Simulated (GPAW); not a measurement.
# WS2 (R3m) in GPAW: notebook

One crystal, WS2, is run at these levels: r2SCAN, TB-mBJ; tasks: band structure, single point.

All numbers are computed with GPAW 26.7.0; they aren't measurements. Logs are shortened: lines on timing, memory, paths and dates and some standing lists are left out, and cuts for length are marked. The log counts tension as positive stress, the text compression.

## (1) The crystal as given

It takes space group R3m (No. 160, trigonal). Conventional cell: a = 3.158 Å, b = 3.158 Å, c = 18.490 Å, α = 90.00°, β = 90.00°, γ = 120.00°. W (site symmetry 3m) has 6 S at 2.39 to 2.42 Å as nearest neighbours. Around S (site symmetry 3m) lie 3 W at 2.42 Å. S (site symmetry 3m) has 3 W at 2.39 Å as nearest neighbours.

Measurements of this composition are mostly on another form, of space group No. 194.

## (2) Band structure, r2SCAN

Input file run.py:

```python
from ase import Atoms
from ase.dft.bandgap import bandgap
from ase.io import write
from ase.units import GPa
from gpaw import GPAW, PW

atoms = Atoms(['W', 'S', 'S'],
              cell=[[1.579, 0.9116360751, 6.1633333333],
                    [-1.579, 0.9116360751, 6.1633333333],
                    [0.0, -1.8232721501, 6.1633333333]],
              scaled_positions=[[0.0, 0.0, 0.0],
                                [0.581, 0.581, 0.581],
                                [0.7503, 0.7503, 0.7503]],
              pbc=True)

calc = GPAW(mode=PW(600),
            xc='MGGA_X_R2SCAN+MGGA_C_R2SCAN',
            kpts={'size': (7, 7, 7), 'gamma': True},
            occupations={'name': 'fermi-dirac', 'width': 0.05},
            nbands=25,
            convergence={'density': 1e-05, 'energy': 1e-05},
            maxiter=150,
            txt='gpaw.txt')
atoms.calc = calc
energy = atoms.get_potential_energy()
forces = atoms.get_forces()
stress = atoms.get_stress()
calc.write('gs.gpw')
write('result.traj', atoms)
print(f'Energy: {energy:.6f} eV')
print('Forces (eV/A):')
print(forces.round(4))
print('Stress (GPa):', (stress / GPa).round(3))
print('Fermi level:', round(calc.get_fermi_level(), 4), 'eV')
print(f'Gap: {bandgap(calc)[0]:.4f} eV, direct: {bandgap(calc, direct=True)[0]:.4f} eV')

path = atoms.cell.bandpath('GLB1,BZGX,QFP1Z,LP', npoints=60, eps=1e-4)
bs_calc = calc.fixed_density(kpts=path, symmetry='off', nbands=39,
                             convergence={'bands': 'CBM+6.0', 'eigenstates': 1e-6}, txt='bands.txt')
bs = bs_calc.band_structure()
bs.write('bs.json')
print(f'Gap on the path: {bandgap(bs_calc)[0]:.4f} eV')
```

Potentials or basis: GPAW PAW data sets (gpaw-data 1.2.1), pw.

Run with:

```console
$ OMP_NUM_THREADS=1 python run.py
```

gpaw.txt:

```text
__  _  _
 | _ |_)|_||  |
 |__||  | ||/\| - 26.7.0

Input parameters:
  mode=PW(ecut=600.0),
  convergence={'density': 1e-05, 'energy': 1e-05},
  kpts=MonkhorstPack(size=(7, 7, 7), gamma=True),
  maxiter=150,
  nbands=25,
  occupations=Occupations(name='fermi-dirac', width=0.05),
  xc=XC(name='MGGA_X_R2SCAN+MGGA_C_R2SCAN')

Diagonalizing LCAO Hamiltonian
Converting LCAO to pw mode

       S

       S

       W

Atoms  # Å, Bohr magnetons
|   | symbol |        x |        y |         z |    initial magnetic moments |
|---|--------|----------|----------|-----------|-----------------------------|
| 0 |      W | 0.000000 | 0.000000 |  0.000000 | ( 0.0000,  0.0000,  0.0000) |
| 1 |      S | 0.000000 | 0.000000 | 10.742690 | ( 0.0000,  0.0000,  0.0000) |
| 2 |      S | 0.000000 | 0.000000 | 13.873047 | ( 0.0000,  0.0000,  0.0000) |

Unit cell  # Å
| periodic |         x |         y |        z |  lengths |    angles |
|----------|-----------|-----------|----------|----------|-----------|
|      yes |  1.579000 |  0.911636 | 6.163333 | 6.427363 | 28.442674 |
|      yes | -1.579000 |  0.911636 | 6.163333 | 6.427363 | 28.442674 |
|      yes |  0.000000 | -1.823272 | 6.163333 | 6.427363 | 28.442674 |

Number of symmetries: 6
Symmetry operations  # r_c * U_cc + t_c -> r_c
|   | kind |            matrix            |
|---|------|------------------------------|
| 0 |  E   |  1, 0, 0,  0, 1, 0,  0, 0, 1 |
| 1 |  σ   |  1, 0, 0,  0, 0, 1,  0, 1, 0 |
| 2 |  σ   |  0, 1, 0,  1, 0, 0,  0, 0, 1 |
| 3 |  C3  |  0, 1, 0,  0, 0, 1,  1, 0, 0 |
| 4 |  C3  |  0, 0, 1,  1, 0, 0,  0, 1, 0 |
| 5 |  σ   |  0, 0, 1,  0, 1, 0,  1, 0, 0 |

BZ-sampling:
  Number of BZ points: 343
  Number of IBZ points: 44

  Monkhorst-Pack size: [7, 7, 7]
  Monkhorst-Pack shift: [0, 0, 0]

K-points  # in reciprocal-cell coordinates
|     |                                coordinates |     weight |
|-----|--------------------------------------------|------------|
|   0 | (  0.00000000,   0.00000000,   0.00000000) | 0.00291545 |
|   1 | (  0.14285714,   0.00000000,  -0.14285714) | 0.01749271 |
|   2 | (  0.14285714,   0.00000000,   0.00000000) | 0.01749271 |
|   3 | (  0.14285714,   0.14285714,  -0.14285714) | 0.01749271 |
|   4 | (  0.14285714,   0.14285714,   0.00000000) | 0.01749271 |
|   5 | (  0.14285714,   0.14285714,   0.14285714) | 0.00583090 |
|   6 | (  0.28571429,  -0.14285714,  -0.14285714) | 0.01749271 |
|   7 | (  0.28571429,   0.00000000,  -0.28571429) | 0.01749271 |
|   8 | (  0.28571429,   0.00000000,  -0.14285714) | 0.03498542 |
|   9 | (  0.28571429,   0.00000000,   0.00000000) | 0.01749271 |
| ... |                                            |            |
|  43 | (  0.42857143,   0.42857143,   0.42857143) | 0.00583090 |

Plane wave coefficients: 1803
Cutoff: 600.0 eV

Spin-components: 1 (collinear spins)
Bands:           25
Projectors:      16
Spin-degeneracy: 2
Datatype:        complex128

Parallelization:
  kpt:    1
  domain: 1
  band:   1

Density:
  Valence electrons: 26.0
  Components: 1
  Grid points: [40 40 40]
  Charge: 0.0  # |e|

Potential:
  Grid points: [40 40 40]

species:
  W:
    name:    Tungsten
    Z:       74.0
    valence: 14
    core:    60
    charge:  0.0  # [|e|]
    compensation charges:
      type: gauss
      rc: 0.40  # [Å]
      lmax: 2
    cutoffs:
      filter: 2.36  # [Å]
      core: 3.02  # [Å]
    projectors
    | kind |    occ | energy [eV] | rcut [Å] |
    |------|--------|-------------|----------|
    |   5s |  2.000 |     -78.830 |    1.344 |
    |   6s |  2.000 |      -5.697 |    1.344 |
    |   5p |  6.000 |     -43.233 |    1.355 |
    |   6p |  0.000 |      -1.367 |    1.355 |
    |   5d |  4.000 |      -4.494 |    1.228 |
    |    d |        |      22.717 |    1.228 |

    Using partial waves for W as LCAO basis

  S:
    name:    Sulfur
    Z:       16.0
    valence: 6
    core:    10
    charge:  0.0  # [|e|]
    compensation charges:
      type: gauss
      rc: 0.24  # [Å]
      lmax: 2
    cutoffs:
      filter: 1.77  # [Å]
      core: 1.66  # [Å]
    projectors
    | kind |    occ | energy [eV] | rcut [Å] |
    |------|--------|-------------|----------|
    |   3s |  2.000 |     -17.254 |    0.974 |
    |   3p |  4.000 |      -7.008 |    0.979 |
    |    s |        |       9.957 |    0.974 |
    |    p |        |      20.203 |    0.979 |
    |    d |        |       0.000 |    0.900 |

    Using partial waves for S as LCAO basis

Reference energy: -460486.911450  # eV

eigensolver:
  PPCG
  Converge bands: occupied
  niter=2

density mixing:
  MSR1-Mixer
  Pratt-step length: 0.05
  Maximum mixing coefficient: 0.75
  Old densities: 10
  SVD Regularization: 0.005
  Good broyden scale: 1.0
  Trust region scale: 1.0
  Backstep threshold: 4.0
  History deletion threshold: 6.0
  Fourier metric: weight=20.0, sigma=0.015

occupation numbers:
  Fermi-Dirac:
    width: 0.0500  # eV

poisson solver:
  ecut: 4800.0  # eV

xc functional:
  name: MGGA_X_R2SCAN+MGGA_C_R2SCAN with 2 nearest neighbor stencil

convergence criteria:
- Maximum integral of absolute [dens]ity change: 1e-05 electrons / valence electron
- Maximum [total energy] change in last 3 cyles: 1e-05 eV / valence electron
- Maximum integral of absolute [eigenst]ate change: 4e-08 eV^2 / valence electron
maximum number of iterations: 150

SCF iterations
|iter     | |      energy | eigst |  dens |
|---------|-|-------------|-------|-------|
|iter:   1| |  -49.635884 | +0.23 |       |
|iter:   2| |  -43.823929 | -1.58 | -1.20 |
|iter:   3| |  -43.832276 | -1.71 | -1.23 |
|iter:   4| |  -43.773784 | -2.46 | -1.45 |
|iter:   5| |  -43.756238 | -2.98 | -1.66 |
|iter:   6| |  -43.755037 | -3.13 | -1.88 |
|iter:   7| |  -43.755356 | -4.46 | -2.71 |
|iter:   8| |  -43.755307 | -5.15 | -2.93 |
|iter:   9| |  -43.755331c| -6.03 | -3.37 |
|iter:  10| |  -43.755331c| -7.59c| -4.20 |
|iter:  11| |  -43.755331c| -7.68c| -4.83 |
|iter:  12| |  -43.755331c| -8.33c| -5.43c|

Converged in 12 steps
Energy contributions relative to reference atoms: (reference = -460486.911450)

Energy contributions:
  Kinetic:          19.675955
  Coulomb:         -20.648516
  Zero:             -0.063880
  External:          0.000000
  Xc:              -42.718890
  Entropy:          -0.000000
  Spinorbit:         0.000000
  ----------------------------
  Free energy:     -43.755331
  Extrapolated:    -43.755331

dipole moment: (0.000000, -0.000000, -51.712310)  # |e|*Ang

Fermi level: 9.302
Eigenvalues  # (at kpt = [0.000, 0.000, 0.000])
| band index |      eig [eV] | occ [0-2] |
|------------|---------------|-----------|
|          0 |       -67.729 |     2.000 |
|        ... |               |           |
|          5 |        -5.622 |     2.000 |
|          6 |         0.768 |     2.000 |
|          7 |         4.990 |     2.000 |
|          8 |         4.990 |     2.000 |
|          9 |         6.280 |     2.000 |
|         10 |         6.280 |     2.000 |
[... 8 lines left out ...]
|         19 |        17.780 |     0.000 |
|         20 |        19.173 |     0.000 |
|        ... |               |           |
|         24 |        22.310 |     0.000 |

Gap: 1.255 eV
Transition (v -> c):
  (s=0, k=43, n=12, [0.43, 0.43, 0.43]) -> (s=0, k=1, n=13, [0.14, 0.00, -0.14])
Direct/indirect transitions are different
Direct gap: 2.459 eV
Transition at: (s=0, k=43, n=12, [0.43, 0.43, 0.43])

Forces  # eV/Ang
|       x |        y |        z |
|---------|----------|----------|
| 0.00000 | -0.00000 | -0.61584 |  # W    0
| 0.00000 |  0.00000 |  0.36662 |  # S    1
| 0.00000 |  0.00000 |  0.24909 |  # S    2

Stress tensor  # eV/Ang^3
|         x |         y |         z |
|-----------|-----------|-----------|
| -0.019025 | -0.000000 |  0.000000 |
|  0.000000 | -0.019025 |  0.000000 |
|  0.000000 |  0.000000 | -0.010553 |

# Writing to gs.gpw (mode='')
```

It took 13 min on 1 thread of Arm Neoverse V2, shared host; peak memory 0.55 GiB.

What came out:

```
Free energy             : -43.7553 eV
Pressure                : 2.6 GPa
Largest force           : 0.616 eV/Å
Band gap on the k mesh  : 1.25 eV, indirect (least direct gap 2.46 eV)
Band gap along the path : 1.13 eV, indirect (least direct gap 2.04 eV)
```

Forces on the atoms (eV/Å):
```
W    0.000  0.000 -0.616
S    0.000  0.000  0.367
S    0.000  0.000  0.249
```

Levels at the corners of the path, in eV from the valence-band top:
```csv
point,band 11,band 12,band 13,band 14,band 15,band 16
Γ,-2.45,-1.71,-1.25,2.34,2.34,2.67
L,-2.75,-2.00,-1.81,2.41,2.72,3.93
B1,-4.28,-3.22,-0.75,1.34,2.73,3.73
B,-4.28,-3.22,-0.75,1.34,2.73,3.73
Z,-2.42,-2.42,0.00,2.44,2.44,2.51
Γ,-2.45,-1.71,-1.25,2.34,2.34,2.67
X,-4.21,-3.27,-0.73,1.30,2.73,3.69
Q,-4.21,-3.27,-0.73,1.30,2.73,3.69
F,-3.37,-2.20,-1.63,2.36,2.85,3.50
P1,-3.23,-2.15,-1.65,2.36,2.87,3.55
Z,-2.42,-2.42,0.00,2.44,2.44,2.51
L,-2.75,-2.00,-1.81,2.41,2.72,3.93
P,-3.23,-2.15,-1.65,2.36,2.87,3.55
```

Caveat: the PAW data sets were made with another functional, which shifts forces and pressure a little; spin-orbit coupling is left out, which moves the levels of the heavy elements; the mesh misses the band edges, which the band path finds closer together; the program warned that so skewed a cell can give wrong results.

## (3) Single point, TB-mBJ

Input file run.py:

```python
from ase import Atoms
from ase.dft.bandgap import bandgap
from ase.io import write
from ase.parallel import parprint
from gpaw import GPAW, PW

atoms = Atoms(['W', 'S', 'S'],
              cell=[[1.579, 0.9116360751, 6.1633333333],
                    [-1.579, 0.9116360751, 6.1633333333],
                    [0.0, -1.8232721501, 6.1633333333]],
              scaled_positions=[[0.0, 0.0, 0.0],
                                [0.581, 0.581, 0.581],
                                [0.7503, 0.7503, 0.7503]],
              pbc=True)

calc = GPAW(mode=PW(600),
            xc='TB09',
            kpts={'size': (8, 8, 8), 'gamma': True},
            occupations={'name': 'fermi-dirac', 'width': 0.05},
            nbands=25,
            convergence={'density': 1e-05, 'energy': 1e-05},
            eigensolver='cg',
            maxiter=150,
            txt='gpaw.txt')
atoms.calc = calc
energy = atoms.get_potential_energy()
calc.write('gs.gpw')
write('result.traj', atoms)
parprint('Fermi level:', round(calc.get_fermi_level(), 4), 'eV')
parprint(f'Gap: {bandgap(calc)[0]:.4f} eV, direct: {bandgap(calc, direct=True)[0]:.4f} eV')
```

Potentials or basis: GPAW PAW data sets for LDA (gpaw-data 1.2.1), pw.

Run with:

```console
$ OMP_NUM_THREADS=1 mpirun -n 4 gpaw python run.py
```

gpaw.txt:

```text
___ ___ ___ _ _ _
 |   |   |_  | | | |
 | | | | | . | | | |
 |__ |  _|___|_____|  26.7.0
 |___|_|

Input parameters:
  convergence: {density: 1e-05,
                energy: 1e-05}
  eigensolver: cg
  kpts: {gamma: True,
         size: (8, 8, 8)}
  maxiter: 150
  mode: {ecut: 600.0,
         name: pw}
  nbands: 25
  occupations: {name: fermi-dirac,
                width: 0.05}
  xc: TB09

System changes: positions, numbers, cell, pbc, initial_charges, initial_magmoms

Initialize ...

species:
  W:
    name:    Tungsten
    Z:       74.0
    valence: 14
    core:    60
    charge:  0.0  # [|e|]
    compensation charges:
      type: gauss
      rc: 0.40  # [Å]
      lmax: 2
    cutoffs:
      filter: 2.36  # [Å]
      core: 3.02  # [Å]
    projectors
    | kind |    occ | energy [eV] | rcut [Å] |
    |------|--------|-------------|----------|
    |   5s |  2.000 |     -79.053 |    1.344 |
    |   6s |  2.000 |      -5.886 |    1.344 |
    |   5p |  6.000 |     -43.417 |    1.355 |
    |   6p |  0.000 |      -1.469 |    1.355 |
    |   5d |  4.000 |      -4.693 |    1.228 |
    |    d |        |      22.518 |    1.228 |

    Using partial waves for W as LCAO basis

  S:
    name:    Sulfur
    Z:       16.0
    valence: 6
    core:    10
    charge:  0.0  # [|e|]
    compensation charges:
      type: gauss
      rc: 0.24  # [Å]
      lmax: 2
[... 90 lines left out ...]
Bands to converge: occupied

... initialized

Initializing position-dependent things.

Density initialized from atomic densities
Creating initial wave functions:
  21 bands from LCAO basis set
  4 bands from random numbers

       S

       S

       W

Atomic positions and initial magnetic moments

Positions:
   0 W      0.000000    0.000000    0.000000    ( 0.0000,  0.0000,  0.0000)
   1 S      0.000000    0.000000   10.742690    ( 0.0000,  0.0000,  0.0000)
   2 S      0.000000    0.000000   13.873047    ( 0.0000,  0.0000,  0.0000)

Unit cell:
           periodic     x           y           z      points  spacing
  1. axis:    yes    1.579000    0.911636    6.163333    40     0.0676
  2. axis:    yes   -1.579000    0.911636    6.163333    40     0.0676
  3. axis:    yes    0.000000   -1.823272    6.163333    40     0.0676

  Lengths:   6.427363   6.427363   6.427363
  Angles:   28.442674  28.442674  28.442674

Effective grid spacing dv^(1/3) = 0.0940

iter:   1  9831.553592
iter:   2  9832.224778   +1.37  -1.23
iter:   3  9832.017336   +0.43  -1.19
iter:   4  9832.518085   -0.20  -1.23
iter:   5  9833.128480   -0.81  -1.39
iter:   6  9833.828019   -0.98  -1.61
iter:   7  9834.621334   -1.66  -1.86
iter:   8  9834.976181   -1.80  -1.94
iter:   9  9834.877321   -2.20  -2.05
iter:  10  9834.847391   -2.68  -2.21
iter:  11  9834.893974   -3.03  -2.17
[... 11 lines left out ...]
iter:  23  9835.650576   -5.06  -3.60
iter:  24  9835.637987   -5.06  -3.54
iter:  25  9835.631560   -4.75  -3.66
iter:  26  9835.630567   -5.32  -4.25
iter:  27  9835.632752   -5.69  -4.17
iter:  28  9835.633916   -5.76  -4.26
iter:  29  9835.634014   -6.31  -4.18
iter:  30  9835.634294   -6.64  -4.17
iter:  31  9835.633743   -7.11  -4.03
iter:  32  9835.633613   -8.19c -4.04
iter:  33  9835.634349   -8.13c -4.01
iter:  34  9835.635103   -7.39  -4.13
iter:  35  9835.636285   -7.74c -4.17
iter:  36  9835.637649   -7.12  -4.42
iter:  37  9835.638118   -7.68c -4.87
iter:  38  9835.638225   -8.58c -5.01c
iter:  39  9835.638475   -8.56c -5.19c
iter:  40  9835.638376c  -8.82c -5.71c

Converged after 40 iterations.

Dipole moment: (-0.000000, 0.000000, 16.455858) |e|*Ang

Energy contributions relative to reference atoms: (reference = -460165.274101)

Kinetic:        -19.481581
Potential:      +18.344681
External:        +0.000000
XC:            +9837.912380
Entropy (-ST):   -0.000000
Local:           -1.137104
SIC:             +0.000000
--------------------------
Free energy:   +9835.638376
Extrapolated:  +9835.638376

Showing only first 2 kpts
 Kpt  Band  Eigenvalues  Occupancy
  0    11      7.16518    2.00000
  0    12      7.84613    2.00000
  0    13     11.24937    0.00000
  0    14     11.24939    0.00000

  1    11      7.20574    2.00000
  1    12      7.60989    2.00000
  1    13     10.36510    0.00000
  1    14     11.05804    0.00000

Fermi level: 9.56362

Gap: 1.383 eV
Transition (v -> c):
  (s=0, k=64, n=12, [0.50, 0.50, 0.50]) -> (s=0, k=8, n=13, [0.25, 0.00, -0.12])
Direct/indirect transitions are different
Direct gap: 2.379 eV
Transition at: (s=0, k=64, n=12, [0.50, 0.50, 0.50])
Writing to gs.gpw (mode='')
```

Wall time 2.8 min (4 MPI ranks of Arm Neoverse V2, shared host); peak memory 0.41 GiB.

Results:

* Band gap on the k mesh: 1.38 eV, indirect (least direct gap 2.38 eV)

Caveat: a model potential gives levels but no total energy; the PAW data sets were made with another functional, which shifts forces and pressure a little; spin-orbit coupling is left out, which moves the levels of the heavy elements.
